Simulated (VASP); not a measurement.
**MgS in VASP 6.6.1, single-point calculation**

INCAR

```
GGA = PE
EDIFF = 1E-7
LREAL = .FALSE.
NSW = 0
SIGMA = 0.02
ENCUT = 520
LWAVE = .FALSE.
NELM = 67
NELECT = 9
NBANDS = 11
ISIF = 2
IBRION = -1
LCHARG = .FALSE.
LASPH = .TRUE.
ISMEAR = -1
PREC = Accurate
```

KPOINTS

```
KPOINTS created by Atomic Simulation Environment
0
Gamma
8 8 8
0 0 0
```

POSCAR

```
Mg S
 1.0000000000000000
     0.0000000000000000    2.8308768411999998    2.7176417676000000
     2.8308768411999998    0.0000000000000000    2.7176417676000000
     2.8308768411999998    2.8308768411999998    0.0000000000000000
 Mg  S
   1   1
Cartesian
  0.0000000000000000  0.0000000000000000  0.0000000000000000
  1.4154384205999999  1.4154384205999999  1.3588208838000000
```

The recommended PBE PAW datasets give the neutral cell 8 valence electrons.

Command

```
mpirun -np 1 vasp_std
```

Problem. How does this run end, and what does it give?

Solution. It converged. Results: pressure 33.7 GPa.

OSZICAR

```
N       E                     dE             d eps       ncg     rms          rms(c)
DAV:   1     0.325682305351E+02    0.32568E+02   -0.37504E+03  1338   0.621E+02
DAV:   2    -0.111190826640E+01   -0.33680E+02   -0.32578E+02  1606   0.113E+02
DAV:   3    -0.305348879863E+01   -0.19416E+01   -0.19377E+01  1571   0.281E+01
DAV:   4    -0.307013605747E+01   -0.16647E-01   -0.16645E-01  1607   0.315E+00
DAV:   5    -0.307033374362E+01   -0.19769E-03   -0.19768E-03  1673   0.336E-01    0.107E+01
DAV:   6    -0.260695995946E+01    0.46337E+00   -0.24680E+00  1463   0.629E+00    0.682E+00
DAV:   7    -0.258921462303E+01    0.17745E-01   -0.15994E-01  1570   0.202E+00    0.284E+00
DAV:   8    -0.258658396122E+01    0.26307E-02   -0.36857E-03  1472   0.442E-01    0.239E-01
DAV:   9    -0.258660970524E+01   -0.25744E-04   -0.46526E-04  1578   0.123E-01    0.103E-01
DAV:  10    -0.258668175021E+01   -0.72045E-04   -0.10688E-04  1502   0.696E-02    0.508E-02
DAV:  11    -0.258668140507E+01    0.34514E-06   -0.21592E-06  1577   0.830E-03    0.146E-02
DAV:  12    -0.258668218468E+01   -0.77961E-06   -0.35260E-06  1484   0.983E-03    0.767E-03
DAV:  13    -0.258668184245E+01    0.34224E-06   -0.44820E-07  1542   0.302E-03    0.231E-03
DAV:  14    -0.258668175109E+01    0.91354E-07   -0.93868E-08   838   0.154E-03
   1 F= -.25866818E+01 E0= -.25863476E+01  d E =-.668244E-03
```

Standard output (part)

```
POSCAR found type information on POSCAR MgS
 POSCAR found :  2 types and       2 ions
 LDA part: xc-table for (Slater+PW92), standard interpolation
 POSCAR, INCAR and KPOINTS ok, starting setup
 WAVECAR not read
 entering main loop
 the old and the new charge density differ
    0.107E+01
```

The cell is charged and sits in a uniform background.

For comparison, a separate PBE run of the intended cell, on usual settings and not on those above, gives a gap of 3.59 eV on its mesh and a pressure of 3.5 GPa.
